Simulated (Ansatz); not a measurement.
SiO2:

```xyz
12
Lattice="5.0691 0.0000 0.0000 -2.5345 4.3899 0.0000 0.0000 0.0000 8.5585" Properties=species:S:1:pos:R:3 pbc="T T T"
Si    0.0000    2.9266    3.7411
Si    0.0000    2.9266    0.5381
Si    2.5345    1.4633    4.8174
Si    2.5345    1.4633    8.0204
O     2.1354    0.0000    0.0000
O     0.0000    2.9266    2.1396
O     2.5345    1.4633    6.4189
O    -1.4668    2.5406    4.2792
O     1.4668    2.5406    0.0000
O     2.9337    0.0000    4.2792
O     1.0677    1.8493    4.2792
O    -1.0677    1.8493    0.0000
```

The cell comes from a database or a generator and needn't be the stable form of this composition.

```yaml
Program: Ansatz 0.2.0
Task: single point
Functional: PBE
Potentials_or_basis: Ansatz PAW
Cutoff: "420 eV (not typed: the program's choice for these potentials)"
k_mesh: 6 × 6 × 3
Occupations: fermi-dirac, width 0.05 eV
Spin: no spin polarisation
```

On this cell: pressure 4.1 GPa; largest force 0.252 eV/Å; band gap on the k mesh 5.61 eV, indirect (least direct gap 5.63 eV).

The same run follows on a disturbed copy (atoms moved at random, drawn with an rms of 0.05 Å):

```
Si O
1.0
     5.06907    0.00000    0.00000
    -2.53454    4.38995    0.00000
     0.00000    0.00000    8.55849
Si O
4 8
Direct
  0.33848 0.66935 0.43552
  0.34185 0.67816 0.06293
  0.66136 0.32593 0.55947
  0.65604 0.32722 0.93300
  0.40699 0.99547 0.99874
  0.34294 0.67803 0.25279
  0.66449 0.32690 0.75421
  0.00745 0.58574 0.50421
  0.57650 0.58464 0.00052
  0.57460 0.99417 0.49724
  0.42242 0.42918 0.49461
  0.99682 0.41685 0.00328
```

**Question.** What does the disturbed cell give?

**Answer.** The energy moves by +40.9 meV/atom; pressure 4.4 GPa; largest force 4.539 eV/Å; band gap on the k mesh 5.39 eV, indirect (least direct gap 5.41 eV).

Forces in eV/Å, atoms in the order of the input:
```
Si  -1.834 -0.545 -0.030
Si  -1.655 -2.296  0.752
Si   0.279  1.466  0.819
Si   0.945  1.275  3.803
O   -0.501  1.485 -0.450
O   -0.100  0.049 -1.958
O   -0.208 -0.083 -4.534
O   -1.041 -0.857  0.291
O    1.664 -0.693 -0.760
O    0.629  2.141  0.907
O    2.265 -2.049  1.210
O   -0.444  0.106 -0.051
```

Stress tensor (GPa, compression positive):
```
 1.12 -2.54 -0.27
-2.54  6.01 -0.67
-0.27 -0.67  6.07
```

Caveats: odd divisions of the mesh miss points on the zone boundary, where band edges often lie, so the gap on the mesh can be too wide.

A k mesh can miss the band edges.
